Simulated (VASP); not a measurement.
# C (Fd-3m) in VASP: settings compared

Aim: see how the results for C move with the level of theory and the settings. Levels: HSE06, LDA. Tasks: single point.

Everything below comes from runs of VASP 6.6.1. Logs are shortened: lines on timing, memory, paths and dates and some standing lists are left out, and cuts for length are marked.

## (1) The structure

Symmetry: Fd-3m, No. 227, cubic system. Conventional cell: a = 3.567 Å, b = 3.567 Å, c = 3.567 Å, α = 90.00°, β = 90.00°, γ = 90.00°. Around C (site symmetry -43m) lie 4 C at 1.54 Å.

This isn't the form of C at room conditions, which is graphite.

## (2) Single point, HSE06

Contents of POSCAR:

```
C
1.0
    0.0000000000      1.7833700000      1.7833700000
    1.7833700000      0.0000000000      1.7833700000
    1.7833700000      1.7833700000      0.0000000000
C
2
Direct
    0.7500000000      0.7500000000      0.7500000000
    0.5000000000      0.5000000000      0.5000000000
```

Contents of INCAR.step1:

```
PREC     = Accurate       # precision mode
ENCUT    = 500            # plane-wave cutoff, eV
EDIFF    = 1E-5           # SCF threshold, eV
ISMEAR   = 0              # smearing method
SIGMA    = 0.01           # smearing width, eV
LREAL    = False          # projectors in reciprocal space
LASPH    = True           # aspherical terms in the spheres
NELM     = 100            # most SCF steps
ALGO     = Normal         # electronic algorithm
ISIF     = 2              # what is computed and relaxed
LWAVE    = True           # write WAVECAR
LCHARG   = False          # write CHGCAR
NKRED    = 1            
NBANDS   = 12             # bands
GGA      = PE             # functional
```

Contents of INCAR.step2:

```
PREC     = Accurate       # precision mode
ENCUT    = 500            # plane-wave cutoff, eV
EDIFF    = 1E-6           # SCF threshold, eV
ISMEAR   = 0              # smearing method
SIGMA    = 0.01           # smearing width, eV
LREAL    = False          # projectors in reciprocal space
LASPH    = True           # aspherical terms in the spheres
NELM     = 100            # most SCF steps
ALGO     = Normal         # electronic algorithm
ISIF     = 2              # what is computed and relaxed
LWAVE    = False          # write WAVECAR
LCHARG   = False          # write CHGCAR
GGA      = PE             # functional
LHFCALC  = True           # exact exchange
HFSCREEN = 0.2            # screening, 1/A
PRECFOCK = Fast         
NKRED    = 1            
NBANDS   = 12             # bands
ISTART   = 1
```

Contents of KPOINTS:

```
Automatic mesh
0
Gamma
  6 6 6
```

Potentials or basis: VASP PAW PBE potentials, release 64 (C).

Started as:

```console
cat potpaw_PBE.64/C/POTCAR > POTCAR
cp INCAR.step1 INCAR
mpirun -np 1 vasp_std > vasp.out
cp INCAR.step2 INCAR
mpirun -np 1 vasp_std > vasp.out
```

OUTCAR:

```text
PREC = Accurate
   ENCUT = 500
   EDIFF = 1E-6
   ISMEAR = 0
   LREAL = False
   LASPH = True
   NELM = 100
   ISIF = 2
   GGA = PE
   LHFCALC = True
   HFSCREEN = 0.2
   PRECFOCK = Fast
   NKRED = 1
   ISTART = 1

 Found     16 irreducible k-points:

 Following reciprocal coordinates:
            Coordinates               Weight
  0.000000  0.000000  0.000000      1.000000
  0.166667  0.000000  0.000000      8.000000
  0.333333  0.000000  0.000000      8.000000
  0.500000  0.000000  0.000000      4.000000
  0.166667  0.166667  0.000000      6.000000
  0.333333  0.166667  0.000000     24.000000
   k-points           NKPTS =     16   k-points in BZ     NKDIM =    216   number of bands    NBANDS=     12
   number of dos      NEDOS =    301   number of ions     NIONS =      2
   total plane-waves  NPLWV =   5832
   dimension x,y,z NGX =    18 NGY =   18 NGZ =   18
   dimension x,y,z NGXF=    36 NGYF=   36 NGZF=   36
   ions per type =               2
   NGX,Y,Z   is equivalent  to a cutoff of  11.86, 11.86, 11.86 a.u.
   NGXF,Y,Z  is equivalent  to a cutoff of  23.73, 23.73, 23.73 a.u.
 SYSTEM =  unknown system
   PREC   = accura    normal or accurate (medium, high low for compatibility)
   ISTART =      1    job   : 0-new  1-cont  2-samecut
   ICHARG =      0    charge: 1-file 2-atom 10-const
   ISPIN  =      1    spin polarized calculation?
   LNONCOLLINEAR =      F non collinear calculations
   LSORBIT =      F    spin-orbit coupling
   LASPH  =      T    aspherical Exc in radial PAW
   ENCUT  =  500.0 eV  36.75 Ry    6.06 a.u.   4.60  4.60  4.60*2*pi/ulx,y,z
   NELM   =    100;   NELMIN=  2; NELMDL=  0     # of ELM steps
   EDIFF  = 0.1E-05   stopping-criterion for ELM
   LREAL  =      F    real-space projection
   EDIFFG = 0.1E-04   stopping-criterion for IOM
   NSW    =      0    number of steps for IOM
   IBRION =     -1    ionic relax: 0-MD 1-quasi-New 2-CG
   NFREE  =      0    steps in history (QN), initial steepest desc. (CG)
   ISIF   =      2    stress and relaxation
   ISYM   =      3    0-nonsym 1-usesym 2-fastsym
   POTIM  = 0.5000    time-step for ionic-motion
   TEBEG  =    0.0;   TEEND  =   0.0 temperature during run
   PSTRESS=    0.0 pullay stress
   NELECT =       8.0000    total number of electrons
   NUPDOWN=      -1.0000    fix difference up-down
   EMIN   =  10.00;   EMAX   =-10.00  energy-range for DOS
   EFERMI =   0.00;   METHOD = LEGACY
   ISMEAR =     0;   SIGMA  =   0.01  broadening in eV -4-tet -1-fermi 0-gaus
   EFERMI_NEDOS =   21; number of points for ismear=-14 and -15
   IALGO  =     38    algorithm
   IMIX   =      1    mixing-type and parameters
     AMIX     =   0.40;   BMIX     =  1.00
     AMIX_MAG =   1.60;   BMIX_MAG =  1.00
  volume/ion in A,a.u.               =       5.67        38.28
  Fermi-wavevector in a.u.,A,eV,Ry     =   1.457203  2.753714 28.891161  2.123440
  Thomas-Fermi vector in A             =   2.574032
   LORBIT       =      0    0 simple, 1 ext, 2 COOP (PROOUT), +10 PAW based schemes
   GGA     = PE    functional components
   LHFCALC =     T    Hartree Fock is set to
   PRECFOCK=fast      Normal, Fast or Accurate (Low or Medium for compatibility)
   ENCUT4O =  -1.0   cutoff for four orbital integrals eV
   NKREDX  =     1    reduce k-point grid by
   NKREDY  =     1    reduce k-point grid by
   NKREDZ  =     1    reduce k-point grid by
   AEXX    =    0.2500 exact exchange contribution
   HFSCREEN=    0.2000 screening length (either q_TF or 0.3 A-1)
   HFSCREENC=   0.2000 screening length for correlation (either q_TF or 0.3 A-1)
   ENCUTFOCK=  -1.0 apply spherical cutoff to Coloumb kernel
   IVDW    =     0    specifies the selected vdW correction
   LEPSILON=     F    determine dielectric tensor
   LRPA    =     F    only Hartree local field effects (RPA)
 non-spin polarized calculation
 Gauss-broadening in eV      SIGMA  =   0.01
  energy-cutoff  :      500.00
  volume of cell :       11.34
 maximum number of plane-waves:       302
  NGX = 12; NGY = 12; NGZ = 12

 number of electron       8.0000003 magnetization

 Free energy of the ion-electron system (eV)
  ---------------------------------------------------
  ext. energy  EPLUGINS =         0.00000000
  ---------------------------------------------------
  free energy    TOTEN  =       -21.07965380 eV

  energy without entropy =      -21.07965380  energy(sigma->0) =      -21.07965380

 E-fermi :   9.1737     XC(G=0): -10.8089

 val. band max:        9.1004655328   @ k =   0.0000   0.0000   0.0000
 cond. band min:      14.4416834084   @ k =   0.3333   0.3333   0.0000
 fundamental gap:      5.3412178756
 Fermi energy:         9.1736579107

 k-point     1 :       0.0000    0.0000    0.0000
  band No.  band energies     occupation
      1     -14.4381      2.00000
      2       9.1005      2.00000
      3       9.1005      2.00000
      4       9.1005      2.00000
      5      16.0994      0.00000
      6      16.0994      0.00000
      7      16.0994      0.00000
      8      24.3922      0.00000
      9      29.9715      0.00000
     10      37.4249      0.00000
     11      37.4249      0.00000
     12      38.4157      0.00000

 k-point     2 :       0.1667    0.0000    0.0000
  band No.  band energies     occupation
      1     -13.6082      2.00000
      2       5.0179      2.00000
      3       8.0048      2.00000
      4       8.0048      2.00000
      5      17.5434      0.00000
      6      17.5434      0.00000
      7      17.9654      0.00000
      8      25.0850      0.00000
      9      31.1016      0.00000
     10      33.5567      0.00000
     11      33.5567      0.00000
     12      36.7175      0.00000

 k-point     3 :       0.3333    0.0000    0.0000
  band No.  band energies     occupation
      1     -11.1729      2.00000
      2      -1.1757      2.00000
      3       6.5722      2.00000
      4       6.5722      2.00000
      5      18.9799      0.00000
      6      18.9800      0.00000
      7      19.1855      0.00000
      8      26.3843      0.00000
      9      31.8998      0.00000
     10      34.0983      0.00000
     11      34.0983      0.00000
     12      36.4797      0.00000

 k-point     4 :       0.5000    0.0000    0.0000
  band No.  band energies     occupation
      1      -8.2208      2.00000
      2      -5.5188      2.00000
      3       6.0360      2.00000
      4       6.0360      2.00000
      5      19.1457      0.00000
      6      19.1457      0.00000
      7      19.4692      0.00000
      8      26.7438      0.00000
      9      33.0385      0.00000
     10      35.4665      0.00000
     11      37.0918      0.00000
     12      37.0918      0.00000

 k-point     5 :       0.1667    0.1667    0.0000
  band No.  band energies     occupation
      1     -13.3320      2.00000
      2       6.3334      2.00000
      3       6.3334      2.00000
      4       6.6160      2.00000
      5      15.3373      0.00000
      6      19.7995      0.00000
      7      19.7995      0.00000
      8      23.5786      0.00000
      9      30.7199      0.00000
     10      31.7482      0.00000
     11      38.7769      0.00000
     12      40.8404      0.00000

 k-point     6 :       0.3333    0.1667    0.0000
  band No.  band energies     occupation
      1     -11.4284      2.00000
      2       1.1762      2.00000
      3       4.9345      2.00000
      4       5.3529      2.00000
      5      16.4819      0.00000
      6      21.6758      0.00000
      7      21.7867      0.00000
      8      22.4987      0.00000
      9      32.1086      0.00000
     10      32.7466      0.00000
     11      38.0157      0.00000
     12      39.7455      0.00000

 [... further k-points ...]

------------------------ aborting loop because EDIFF is reached ----------------------------------------

  FORCE on cell =-STRESS in cart. coord.  units (eV):
  Direction    XX          YY          ZZ          XY          YZ          ZX
  --------------------------------------------------------------------------------------
  -------------------------------------------------------------------------------------
  Total       -0.5063299     -0.5063299     -0.5063299      0.0000000      0.0000000      0.0000000
  in kB      -71.5137946    -71.5137946    -71.5137946      0.0000000      0.0000000      0.0000000
  external PRESSURE =     -71.5137946 kB  Pullay stress =       0.0000000 kB

 VOLUME and BASIS-vectors are now :
 -----------------------------------------------------------------------------
  energy-cutoff  :      500.00
  volume of cell :       11.34
      direct lattice vectors                 reciprocal lattice vectors
     0.000000000  1.783370000  1.783370000    -0.280368067  0.280368067  0.280368067
     1.783370000  0.000000000  1.783370000     0.280368067 -0.280368067  0.280368067
     1.783370000  1.783370000  0.000000000     0.280368067  0.280368067 -0.280368067

 POSITION                                       TOTAL-FORCE (eV/Angst)
 -----------------------------------------------------------------------------------
      2.67505      2.67505      2.67505         0.000000     -0.000000     -0.000000
      1.78337      1.78337      1.78337        -0.000000      0.000000      0.000000
 -----------------------------------------------------------------------------------
    total drift:                               -0.000000      0.000000     -0.000000

  FREE ENERGIE OF THE ION-ELECTRON SYSTEM (eV)
  ---------------------------------------------------
  free  energy   TOTEN  =       -21.0796538028 eV

  energy  without entropy=      -21.0796538028  energy(sigma->0) =      -21.07965380
```

It took 34 s on 1 thread of Intel Xeon 6975P-C (Granite Rapids), shared host; peak memory 0.2 GiB.

These settings aren't checked as converged: the numbers below hold their error.

Results:

```
Free energy            : -21.0797 eV
Pressure               : -7.2 GPa
Band gap on the k mesh : 5.34 eV, indirect (least direct gap 7.00 eV)
```

Caveat: the k mesh is coarse (spacing up to 0.51 Å⁻¹), so the values aren't converged, least of all with exact exchange; the PAW data sets were made with another functional, which shifts forces and pressure a little.

## (3) Single point, HSE06

POSCAR is that of step 2.

INCAR.step1 is that of step 2.

INCAR.step2 is that of step 2.

Contents of KPOINTS:

```
Automatic mesh
0
Gamma
  7 7 7
```

Potentials or basis: VASP PAW PBE potentials, release 64 (C).

Started as:

```console
cat potpaw_PBE.64/C/POTCAR > POTCAR
cp INCAR.step1 INCAR
mpirun -np 1 vasp_std > vasp.out
cp INCAR.step2 INCAR
mpirun -np 1 vasp_std > vasp.out
```

Wall time 65 s (1 thread of Intel Xeon 6975P-C (Granite Rapids), shared host); peak memory 0.21 GiB.

These settings aren't checked as converged: the numbers below hold their error.

Results:

- Free energy: -21.0859 eV
- Pressure: -7.2 GPa
- Band gap on the k mesh: 5.42 eV, indirect (least direct gap 6.99 eV)

Caveat: the k mesh is coarse (spacing up to 0.44 Å⁻¹), so the values aren't converged, least of all with exact exchange; the PAW data sets were made with another functional, which shifts forces and pressure a little; an odd mesh through Γ misses points on the zone boundary, where band edges often lie.

(Continued in part 2 of 2.)
